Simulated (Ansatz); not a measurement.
Two isomers of C4H6: A = `CC#CC`, B = `C1[C@H]2C[C@@H]12`.

Gas-phase electronic energies from Ansatz, PBE0-D4/def2-TZVP geometries. CBS: MP2 limit from def2 TZ/QZ plus the TZ coupled-cluster correction, frozen cores. DFT in def2-TZVPP. B3LYP here is the variant with VWN-RPA as its local correlation; programs differ in this.

Q: Which isomer does CCSD(T)/CBS put lower? Give the gap. (Best estimate.)

A: Computed: A, by 75.1 kJ/mol.

Q: Give E(B) − E(A) in kJ/mol with HF/def2-TZVPP, r2SCAN-D4, B3LYP-D4, MP2/def2-TZVPP, CCSD/def2-TZVPP, B2PLYP, CCSD(T)/def2-TZVPP. (Best estimate.)

A: Computed: HF/def2-TZVPP 105.4, r2SCAN-D4 60.5, B3LYP-D4 89.6, MP2/def2-TZVPP 65.8, CCSD/def2-TZVPP 76.6, B2PLYP 87.6, CCSD(T)/def2-TZVPP 74.9. None reverses the order clearly.

Q: Does the order hold for the free energy at 298.15 K (harmonic terms from PBE0-D4)? (Best estimate.)

A: The calculation gave: Yes: G(B) − G(A) = +87.4 kJ/mol. Modes under 60 cm⁻¹, often nearly free rotors, make the harmonic entropy too high.

Largest T1 diagnostic: 0.011.

At CCSD(T), def2-SVP lies −6.4 kJ/mol from the extrapolated value and def2-TZVPP −0.3 kJ/mol. The D4 term adds −3.1 kJ/mol with B3LYP and −1.3 kJ/mol with PBE0; it sums over pairs of atoms, weighted by their polarisabilities, and B3LYP, whose exchange is more repulsive, gets the larger term.
